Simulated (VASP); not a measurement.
Write the native input for VASP 6.6.1 that does the following.

```
Task                   : single point
Functional             : PBE
Potentials or basis    : VASP PAW PBE potentials, release 64 (Ir)
Cutoff                 : 520 eV
k mesh                 : 36 × 36 × 36
Occupations            : fermi-dirac, width 0.1 eV
Spin                   : non-collinear spin, zero start, spin-orbit coupling
Starting moments       : [[0.0, 0.0, 0.0]] μB
Further INCAR settings : ALGO = Normal; EDIFF = 1e-06; NBANDS = 20
```

The structure of Ir lies in POSCAR:

```
Ir
1.0
    0.0000000000      1.9195000000      1.9195000000
    1.9195000000      0.0000000000      1.9195000000
    1.9195000000      1.9195000000      0.0000000000
Ir
1
Direct
    0.0000000000      0.0000000000      0.0000000000
```

One way to write it, as run:

INCAR

```
SYSTEM = Ir
PREC = Accurate ; ENCUT = 520
EDIFF = 1E-6 ; ISMEAR = -1
SIGMA = 0.1 ; LREAL = .FALSE.
LASPH = .TRUE. ; NELM = 80
ALGO = Normal ; ISIF = 2
LWAVE = .FALSE. ; LCHARG = .FALSE.
MAGMOM = 0 0 0 ; LORBIT = 11
LSORBIT = .TRUE. ; GGA_COMPAT = .FALSE.
LMAXMIX = 4 ; GGA = PE
NBANDS = 20
```

KPOINTS

```
regular mesh
0
G
  36 36 36
  0 0 0
```

Potentials or basis: VASP PAW PBE potentials, release 64 (Ir).

The run is started by

```console
$ cat potpaw_PBE.64/Ir/POTCAR > POTCAR
$ mpirun -np 1 vasp_ncl > vasp.out
```

It gave:

```yaml
Pressure: 11.0 GPa
Net_moment: 0.00 μB per cell
Valence_electrons_inside_the_program's_atomic_spheres: Ir 8.40
```

Wall time 5.9 min on 1 thread of AMD EPYC 9R14 (Zen 4), with other jobs on the host, peak memory 0.52 GiB.
